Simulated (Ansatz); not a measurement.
# Calculated records

**From HSE06 to G0W0: PbF2 (Pnma)**

Symmetry: Pnma, No. 62, orthorhombic system. The conventional cell has a = 6.427 Å, b = 3.891 Å, c = 7.636 Å, α = 90.00°, β = 90.00°, γ = 90.00°. Nearest to Pb lie 5 F at 2.48 to 2.57 Å. Nearest to F lie 4 Pb at 2.48 to 2.51 Å. F has 1 Pb at 2.57 Å nearest. Farther neighbours and most contacts between anions are not listed.

```xyz
12
Lattice="6.4269 0.0000 0.0000 0.0000 3.8910 0.0000 0.0000 0.0000 7.6357" Properties=species:S:1:pos:R:3 pbc="T T T"
Pb    4.8587    2.9182    0.7865
Pb    1.5682    0.9727    6.8493
Pb    4.7816    0.9727    4.6044
Pb    1.6453    2.9182    3.0314
F     0.9126    2.9182    0.6490
F     5.5143    0.9727    6.9867
F     2.3008    0.9727    4.4669
F     4.1261    2.9182    3.1688
F     3.5412    2.9182    6.2155
F     2.8857    0.9727    1.4202
F     6.0991    0.9727    2.3976
F     0.3278    2.9182    5.2381
```

- method: G0W0 on HSE06, plane waves, PAW (and 1 further level or step)
- program: Ansatz 0.2.0
- settings of one run: cutoff 420 eV, 2×4×2 k-mesh, default PAW, empty bands 796, screening cutoff 150 eV, screening contour deformation, QP bands (v4, c4)
- cost: 2 runs, 2.3 min in all on 1 × NVIDIA H100 80GB HBM3 (shared by 3 runs) with 3 threads of AMD EPYC 7R13 (Zen 3), shared host (the runs of this entry)
- notes: The database entry behind the starting cell differs from later determinations by our own check (about 0.2 % short). In doubt: masses and optical values from hybrid runs of this build are listed as unsure (in some of the runs), which bears on the screening that GW takes from such a start. The cell and positions come from the Crystallography Open Database and are kept as given unless a step says otherwise. Limits: no spin-orbit coupling.
- HSE06 gap over mesh and listed points: 5.526 eV, from k = Γ to k = (0.000, 0.500, 0.500)
- G0W0@HSE06 gap over all 12 irreducible mesh points: 6.663 eV, from k = Γ to k = (0.000, -0.500, -0.500)
- GW settings: 2×4×2 mesh, 796 empty bands, screening to 150 eV
- known limits: finite bands, screening cutoff and k mesh; no spin-orbit coupling in G0W0

Over all 12 irreducible mesh points the G0W0 gap is 6.663 eV, from k = Γ to k = (0.000, -0.500, -0.500). The HSE06 gap of this run on the mesh is 5.526 eV. The two states that bound the G0W0 gap lie that far apart at the start, so the correction of the gap is 6.663 − 5.526 = +1.137 eV. The valence state moves by 4.622 − 5.126 = −0.504 eV and the conduction state by 11.286 − 10.652 = +0.634 eV, on the run's own scale; how far single levels stand from their limit in bands is not shown.

[Paths, hosts, dates, memory and timing lines, banners, echoed tables and standing remarks are left out of the program output.]

[Logs are printed without paths, hosts, clocks, repeated set-up lines and the standing remarks that a program may print on its own settings, such as how far it seeks lower states.]

[Runs of the session that timed out or met a known fault of the program may be left out.]

[Cells called generated may have been cut or substituted from an entry of the Crystallography Open Database or the Materials Project.]

[Hosts, paths, dates, database ids (printed as entryN), source tags and the programs' standing remarks are cut or masked in the printed files.]
